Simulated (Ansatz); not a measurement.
Point defect: O vacancy in HfO$_{2}$

Computed with Ansatz, DFT PBEsol, scalar-relativistic, plane waves, PAW. Settings: 420 eV cutoff, 2×2×2 k-mesh, Gaussian smearing of 0.01 eV, collinear spin in charge +1 alone.

Host crystal, relaxed:

```
Hf O
1.0
     4.83012    0.00000    0.00000
     0.00000    4.83012    0.00000
     0.00000    0.00000    3.20972
Hf O
2 4
Direct
  0.00000 0.00000 0.00000
  0.50000 0.50000 0.50000
  0.19497 0.80503 0.50000
  0.30503 0.30503 0.00000
  0.69497 0.69497 0.00000
  0.80503 0.19497 0.50000
```

Supercell of 24 atoms, rows in host cell vectors: -1 -1 0; -1 1 0; 1 0 -2. Atoms relax at the host's cell from a start displaced at random by 0.05 Å near the defect, so other minima may exist. The cell is small, so energies carry finite-size errors of tenths of an eV. The host's Kohn–Sham gap is 3.89 eV.

Spin-orbit coupling is left out, which matters for the bands and energies of heavy elements.

Defect: O vacancy, charge +2.

Command:

```bash
ansatz run input.yaml --threads 4 --pin off --max-ram 10240MiB --backend cpu --events-out ev --progress --plain --runs-dir out
```

The input:

```yaml
crystal:
  lattice:
    - [-4.8301248088, -4.8301248088, 0.0]
    - [-4.8301248088, 4.8301248088, 0.0]
    - [4.8301248088, 0.0, -6.4194329124]
  atoms:
    - { symbol: Hf, position: [0.2545578815, 0.2658107105, 0.5146018128] }
    - { symbol: Hf, position: [-0.004168453, -0.0009299769, -0.0145093766] }
    - { symbol: Hf, position: [0.7469217723, 0.7496089854, 0.4941751368] }
    - { symbol: Hf, position: [0.5024995211, 0.5051837188, 0.0053065332] }
    - { symbol: Hf, position: [0.1222753249, 0.6002997578, 0.2477490697] }
    - { symbol: Hf, position: [0.8746290064, 0.3807401877, 0.7495529025] }
    - { symbol: Hf, position: [0.62473374, 0.1244314089, 0.2497385347] }
    - { symbol: Hf, position: [0.3747956657, 0.8809322937, 0.7499226466] }
    - { symbol: O, position: [0.872508634, 0.6798739313, 0.745326018] }
    - { symbol: O, position: [0.6247137235, 0.4305417596, 0.2497374222] }
    - { symbol: O, position: [0.3769193699, 0.1842938097, 0.7541552212] }
    - { symbol: O, position: [0.4413848957, 0.752546053, 0.4963181363] }
    - { symbol: O, position: [0.1948117505, 0.5059757723, 0.0031701097] }
    - { symbol: O, position: [0.9465196113, 0.2470031834, 0.4994948523] }
    - { symbol: O, position: [0.6967605979, -0.0027543878, -1.77931e-05] }
    - { symbol: O, position: [0.0546241787, 0.7525324228, 0.4963185498] }
    - { symbol: O, position: [0.808046595, 0.5059549315, 0.0031601848] }
    - { symbol: O, position: [0.5526791795, 0.2469919032, 0.4994919712] }
    - { symbol: O, position: [0.3029265346, -0.0027605354, -6.1937e-06] }
    - { symbol: O, position: [0.124718927, 0.3070809791, 0.2497395096] }
    - { symbol: O, position: [0.8747953596, 0.0719837202, 0.7498715625] }
    - { symbol: O, position: [0.6247308605, 0.8213124397, 0.2497442168] }
    - { symbol: O, position: [0.3746607729, 0.5718578452, 0.7496112194] }
  host:
    lattice:
      - [4.8301248088, 0.0, 0.0]
      - [0.0, 4.8301248088, 0.0]
      - [0.0, 0.0, 3.2097164562]
    atoms:
      - { symbol: Hf, position: [0.0, 0.0, 0.0] }
      - { symbol: Hf, position: [0.5, 0.5, 0.5] }
      - { symbol: O, position: [0.1949699035, 0.8050300965, 0.5] }
      - { symbol: O, position: [0.3050300965, 0.3050300965, 0.0] }
      - { symbol: O, position: [0.6949699035, 0.6949699035, 0.0] }
      - { symbol: O, position: [0.8050300965, 0.1949699035, 0.5] }
total_charge: 2
basis:
  ecutwfc: 420
  xc_grid: 2
kpoints:
  mp_grid: { grid: [2, 2, 2], shift: [0.0, 0.0, 0.0] }
hamiltonian:
  xc: pbesol
scf:
  occupations: { method: gaussian, width: 0.01 }
output:
  forces: true
  stress: false
  eigenvalues: true
  charged_corrections:
    defect_position: [0.125, 0.9300301, 0.25]
    epsilon: [[27.3137, 0.0, 0.0], [0.0, 27.3137, 0.0], [0.0, 0.0, 31.239]]
  write_density: true
  write_potential: true
  elf: true
  volumetric_format: npy
relax:
  adjacent_minimum: "off"
  f_tol: 0.025
  max_steps: 45
```

From the output:

```
Warning: RAYON_NUM_THREADS=4 ignored (pool sized by the plan → 4); use --threads N
Crystal: 23 atoms, lattice volume = 299.532 Å³
Basis set: ecut = 420 eV, 5841 PW (Γ), exchange–correlation on 96×96×108 points (8 copies of the dense FFT grid, shifted against one another)
Bands: 178, of which v1, the nominal top of the filled ones, is band 148 counted from 1 (147 counted from 0)
Symmetry: 1 space group operations
Space group: P1 (ITA 1), of the structure as read, at distance tolerance 6.7e-5 Å
k-points: 8
relax step   1: F+E_penalty+E_count = -133265.08282993 eV  Δ(F+E_penalty+E_count) = +0.000e0 eV  max|allowed force component| = 2.798e0 eV/Å  Δτ_max = 0.0000 Å
relax step   2: F+E_penalty+E_count = -133265.71957559 eV  Δ(F+E_penalty+E_count) = -6.367e-1 eV  max|allowed force component| = 6.737e-1 eV/Å  Δτ_max = 0.1959 Å
relax step   3: F+E_penalty+E_count = -133265.75853657 eV  Δ(F+E_penalty+E_count) = -3.896e-2 eV  max|allowed force component| = 1.310e-1 eV/Å  Δτ_max = 0.0241 Å
relax step   4: F+E_penalty+E_count = -133265.76325488 eV  Δ(F+E_penalty+E_count) = -4.718e-3 eV  max|allowed force component| = 1.285e-2 eV/Å  Δτ_max = 0.0086 Å
relax step   5: F+E_penalty+E_count = -133265.76325508 eV  Δ(F+E_penalty+E_count) = -1.945e-7 eV  max|allowed force component| = 1.288e-2 eV/Å  Δτ_max = 0.0000 Å
SCF converged after 3 iterations
Free energy (F): -133265.763255 eV
E sigma→0 (E₀):  -133265.763255 eV
Fermi energy:    13.685205 eV
```

The relaxation gained 0.68 eV in 5 steps. It took 91 s on 4 threads of AMD EPYC 7R43 64-Core Processor (Zen 3) (shared host), peak memory 1.4 GiB.